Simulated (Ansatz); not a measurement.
Program: Ansatz. Geometries: PBE0-D4/def2-TZVP. ΔE: electronic, gas phase. CCSD(T)/CBS is the MP2 limit (def2-TZVPP, def2-QZVPP) plus CCSD(T) − MP2 in def2-TZVPP, frozen cores. This one scheme is used for every species. Functionals use def2-TZVPP. B3LYP here is the variant with VWN-RPA as its local correlation; programs differ in this. HSE06 is defined as in plane-wave codes. def2 core potentials past Kr. For I outer-core shells are correlated without core-valence functions, which leaves a few kJ/mol of doubt a bond. One conformer a species, not always the lowest.

Consider the substitution at a C–C bond: `O=Cc1ccccc1` + HI → `Ic1ccccc1` + `C=O`.

```
             level  ΔE (kJ/mol)  difference from CCSD(T)/CBS
       LDA (SPW92)         79.0                         26.8
         revPBE-D4         60.4                          8.2
           BLYP-D4         58.8                          6.6
         r2SCAN-D4         68.6                         16.4
           PBE0-D4         65.4                         13.2
          B3LYP-D4         62.3                         10.1
        r2SCANh-D4         68.8                         16.6
        r2SCAN0-D4         69.4                         17.2
          HSE06-D4         65.1                         12.9
          BHLYP-D4         64.8                         12.6
      CAM-B3LYP-D4         67.8                         15.6
           ωB97X-V         62.9                         10.7
           ωB97M-V         62.4                         10.2
            B2PLYP         59.8                          7.6
          PBE-QIDH         61.2                          9.0
               PBE         64.7                         12.5
              BLYP         63.0                         10.8
            r2SCAN         68.7                         16.5
              PBE0         67.4                         15.2
             B3LYP         66.3                         14.1
           r2SCANh         69.1                         16.9
           r2SCAN0         69.9                         17.7
             HSE06         67.2                         15.0
             BHLYP         70.5                         18.3
         CAM-B3LYP         70.3                         18.1
           LC-ωPBE         66.3                         14.1
       HF/def2-SVP         84.3                         32.1
      MP2/def2-SVP         68.6                         16.4
     CCSD/def2-SVP         73.9                         21.7
  CCSD(T)/def2-SVP         73.3                         21.1
     HF/def2-TZVPP         71.2                         19.0
    MP2/def2-TZVPP         46.5                         -5.7
SCS-MP2/def2-TZVPP         47.2                         -5.0
   CCSD/def2-TZVPP         57.6                          5.4
CCSD(T)/def2-TZVPP         55.3                          3.1
     HF/def2-QZVPP         70.4                         18.2
    MP2/def2-QZVPP         44.5                         -7.7
SCS-MP2/def2-QZVPP         45.4                         -6.8
      HF/CBS(def2)         70.3                         18.1
     MP2/CBS(def2)         43.5                         -8.7
       CCSD(T)/CBS         52.2                            0
```

Largest T1 diagnostic among the species: 0.015.

The D4 term adds −4.1 kJ/mol with B3LYP and −2.0 kJ/mol with PBE0; it sums over pairs of atoms, weighted by their polarisabilities, and B3LYP, whose exchange is more repulsive, gets the larger term. Leaving LDA and LC-ωPBE aside and taking each functional with its dispersion term where it has one, the values, not all of them listed here, spread over 12.1 kJ/mol, from BLYP-D4 to B97M-V. LDA lies +14.2 kJ/mol from PBE without D4. In def2-TZVPP, CCSD(T) changes the Hartree–Fock value by −15.9 kJ/mol (the triples alone add −2.3 kJ/mol) and MP2 by −24.6 kJ/mol.

CCSD(T)/CBS has its own doubt, a few kJ/mol and more with outer-core shells, so smaller differences from it don't rank the levels.
